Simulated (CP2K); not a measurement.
Runs of CP2K 2026.2 on TiO2 (Anatase). The structure is tetragonal, space group I4_1/amd (No. 141). The conventional cell has a = 3.784 Å, b = 3.784 Å, c = 9.515 Å, α = 90.00°, β = 90.00°, γ = 90.00°. Around Ti (site symmetry -4m2) lie 6 O at 1.93 to 1.98 Å. O (site symmetry 2mm) has 3 Ti at 1.93 to 1.98 Å as nearest neighbours. 

| level | potentials or basis | smearing | EPS_DEFAULT | NGRIDS | points a segment of the path (NPOINTS) | bands added on the path | CUTOFF of the grids | gap on the mesh (eV) | pressure (GPa) | largest force (eV/Å) |
| --- | --- | --- | --- | --- | --- | --- | --- | --- | --- | --- |
| PBEsol | POTENTIAL_UZH Ti GTH-PBE-q12, O GTH-PBE-q6; TZVP-MOLOPT-PBE-GTH basis | fermi-dirac 0.05 eV | 1.0E-10 | 5 | 8 | 6 | 600 Ry | (a) | 0.4 | 0.05 |
| LDA | GTH_POTENTIALS Ti GTH-PADE-q12, O GTH-PADE-q6; TZVP-MOLOPT-PBE-GTH basis | fermi-dirac 0.05 eV | 1.0E-9 | 5 | 10 | 4 | 600 Ry | (b) | -6.5 | 0.11 |
| r2SCAN | POTENTIAL_UZH Ti GTH-SCAN-q12, O GTH-SCAN-q6; TZVP-MOLOPT-SCAN-GTH basis | fermi-dirac 0.01 eV | 1.0E-10 | 5 | 6 | 4 | 850 Ry | 2.71 | 1.7 | 0.02 |
| TB-mBJ | POTENTIAL_UZH Ti GTH-PBE-q12, O GTH-PBE-q6; TZVP-MOLOPT-PBE-GTH basis | fermi-dirac 0.01 eV | 1.0E-9 | 4 | 6 | 4 | 850 Ry | 2.41 | - | - |

Alike in all rows: task band structure; no spin polarisation; cell as given; k mesh 10 × 10 × 10.

Q: Estimate the missing entries.

A: (a) 2.29; (b) 2.25.

Caveats: the mesh misses the band edges, which the band path finds closer together; the basis of atomic orbitals isn't converged, which shifts pressures, moduli and gaps; the potentials were made for another functional, which shifts forces and pressure (some runs); this is a model potential without an energy functional, so only levels have meaning (some runs).
